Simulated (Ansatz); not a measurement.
Input and command of a plane-wave DFT calculation in Ansatz:

```yaml
crystal:
  lattice:
    - [5.0967960995, 0.0, 0.0]
    - [0.0, 5.0967960995, 0.0]
    - [0.0, 0.0, 7.0846498112]
  atoms:
    - { symbol: Si, position: [0.2039021899, 0.2039021899, 0.0] }
    - { symbol: Si, position: [0.2960978101, 0.7039021899, 0.75] }
    - { symbol: Si, position: [0.7039021899, 0.2960978101, 0.25] }
    - { symbol: Si, position: [0.7960978101, 0.7960978101, 0.5] }
    - { symbol: O, position: [0.5966851097, 0.7405697077, 0.6756300112] }
    - { symbol: O, position: [0.4033148903, 0.2594302923, 0.1756300112] }
    - { symbol: O, position: [0.7405697077, 0.5966851097, 0.3243699888] }
    - { symbol: O, position: [0.2405697077, 0.9033148903, 0.9256300112] }
    - { symbol: O, position: [0.2594302923, 0.4033148903, 0.8243699888] }
    - { symbol: O, position: [0.0966851097, 0.7594302923, 0.5743699888] }
    - { symbol: O, position: [0.9033148903, 0.2405697077, 0.0743699888] }
    - { symbol: O, position: [0.7594302923, 0.0966851097, 0.4256300112] }
basis:
  ecutwfc: 420
kpoints:
  mp_grid: { grid: [6, 6, 4] }
hamiltonian:
  xc: lda
scf:
  occupations: { method: gaussian, width: 0.02 }
output:
  forces: true
  stress: true
  eigenvalues: true
relax:
  adjacent_minimum: "off"
  f_tol: 0.008
  max_steps: 40
```

```bash
ansatz run input.yaml --threads 2 --pin off --max-ram 5120MiB --backend cpu --events-out ev --progress --plain --runs-dir out
```

Processor: Oxide Virtual Turin-like Processor (Zen 5), 2 threads, on a host shared with other jobs.

Task: How long does it run, and how much memory does it take?

Result: About 20 s on 2 threads of Oxide Virtual Turin-like Processor (Zen 5) (shared host), peak memory 0.53 GiB. It solves 44 bands at 30 k points (the mesh reduced by symmetry) with about 3583 plane waves, in 31 SCF iterations over 6 ionic steps.
